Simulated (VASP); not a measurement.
Set up this calculation in VASP 6.6.1, as the native input.

* Task: single point
* Functional: RPBE
* Potentials or basis: VASP PAW PBE potentials, release 64 (Mg)
* Cutoff: 520 eV
* k mesh: 6 × 6 × 6
* Occupations: gaussian, width 0.1 eV
* Spin: no spin polarisation
* Dipole correction: no
* Further INCAR settings: ALGO = Fast; EDIFF = 1e-06; NBANDS = 7

The structure of Mg lies in POSCAR:

```
Mg
1.0
   -1.8359916300      1.8359916300      1.6794040200
    1.8359916300     -1.8359916300      1.6794040200
    1.8359916300      1.8359916300     -1.6794040200
Mg
1
Direct
    0.0000000000      0.0000000000      0.0000000000
```

This isn't the form of Mg at room conditions, which is hcp.

These files were run (other wordings do the same):

INCAR

```
SYSTEM = Mg
PREC = Accurate ; ENCUT = 520
EDIFF = 1E-6 ; ISMEAR = 0
SIGMA = 0.1 ; LREAL = .False.
LASPH = .True. ; NELM = 80
ALGO = Fast ; ISIF = 2
LWAVE = .False. ; LCHARG = .False.
GGA = RP ; NBANDS = 7
```

KPOINTS

```
regular mesh
0
Gamma
  6 6 6
  0 0 0
```

Potentials or basis: VASP PAW PBE potentials, release 64 (Mg).

Command:

```sh
$ cat potpaw_PBE.64/Mg/POTCAR > POTCAR
$ mpirun -np 1 vasp_std > vasp.out
```

Results of the run:

```json
{
  "Pressure": "1.6 GPa",
  "Band gap on the k mesh": "none (metal or under the smearing width)"
}
```

Caveat: the k mesh is coarse (spacing up to 0.42 Å⁻¹), so the values aren't converged; the PAW data sets were made with another functional, which shifts forces and pressure a little.

It took 2 s on 1 thread of Intel(R) Xeon(R) 6975P-C (Granite Rapids) (shared host), peak memory 0.13 GiB.
